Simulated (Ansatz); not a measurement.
Geometry optimisation in Ansatz: input, command and trajectory.

```yaml
crystal:
  lattice:
    - [4.1441309612, 0.0, 0.0]
    - [0.0, 4.1441309612, 0.0]
    - [0.0, 0.0, 4.1441309612]
  atoms:
    - { symbol: Sc, position: [0.0, 0.0, 0.0] }
    - { symbol: Al, position: [0.5, 0.0, 0.5] }
    - { symbol: Al, position: [0.0, 0.5, 0.5] }
    - { symbol: Al, position: [0.5, 0.5, 0.0] }
basis:
  ecutwfc: 420
kpoints:
  mp_grid: { grid: [10, 10, 10] }
hamiltonian:
  xc: pbe
scf:
  occupations: { method: gaussian, width: 0.1 }
output:
  forces: true
  stress: true
  eigenvalues: true
  write_density: true
  write_potential: true
  elf: true
  volumetric_format: npy
relax:
  adjacent_minimum: "off"
  f_tol: 0.008
  max_steps: 50
  cell: { stress_tol: 0.08, p_target: -3.0 }
```

```bash
ansatz run input.yaml --threads 1 --pin off --max-ram 2560MiB --backend cpu --events-out ev --progress --plain --runs-dir out
```

The calculation used DFT PBE, scalar-relativistic, plane waves, PAW in Ansatz.

Of 4 frames 3 are shown, positions in Å and forces in eV/Å; the SCF threshold varies from step to step. Steps run on the plane waves of an earlier cell, with a Pulay correction in the pressure. The basis is chosen afresh for the last frame, the zero of the energies, and at times for earlier ones too; energy and pressure step there, also at an unchanged geometry. The relaxation lowers the enthalpy F + PV at the target pressure, so the free energy itself can rise.

```xyz
4
Lattice="4.1441 0.0000 0.0000 0.0000 4.1441 0.0000 0.0000 0.0000 4.1441" Properties=species:S:1:pos:R:3:forces:R:3 pbc="T T T" step=1 free_energy_over_end_meV_per_atom=-2.78 pressure_GPa=-2.30
Sc    0.0000    0.0000    0.0000    0.0000    0.0000    0.0000
Al    2.0721    0.0000    2.0721    0.0000    0.0000    0.0000
Al    0.0000    2.0721    2.0721    0.0000    0.0000    0.0000
Al    2.0721    2.0721    0.0000    0.0000    0.0000    0.0000
4
Lattice="4.1656 0.0000 0.0000 0.0000 4.1656 0.0000 0.0000 0.0000 4.1656" Properties=species:S:1:pos:R:3:forces:R:3 pbc="T T T" step=2 free_energy_over_end_meV_per_atom=2.31 pressure_GPa=-3.45
Sc    0.0000    0.0000    0.0000    0.0000    0.0000    0.0000
Al    2.0828    0.0000    2.0828    0.0000    0.0000    0.0000
Al    0.0000    2.0828    2.0828    0.0000    0.0000    0.0000
Al    2.0828    2.0828    0.0000    0.0000    0.0000    0.0000
4
Lattice="4.1571 0.0000 0.0000 0.0000 4.1571 0.0000 0.0000 0.0000 4.1571" Properties=species:S:1:pos:R:3:forces:R:3 pbc="T T T" step=4 free_energy_over_end_meV_per_atom=0.00 pressure_GPa=-3.00
Sc    0.0000    0.0000    0.0000    0.0000    0.0000    0.0000
Al    2.0785    0.0000    2.0785    0.0000    0.0000    0.0000
Al    0.0000    2.0785    2.0785    0.0000    0.0000    0.0000
Al    2.0785    2.0785    0.0000    0.0000    0.0000    0.0000
```

Time: 13 s on 1 thread of Arm Neoverse V2, on a shared host, peak memory 0.36 GiB.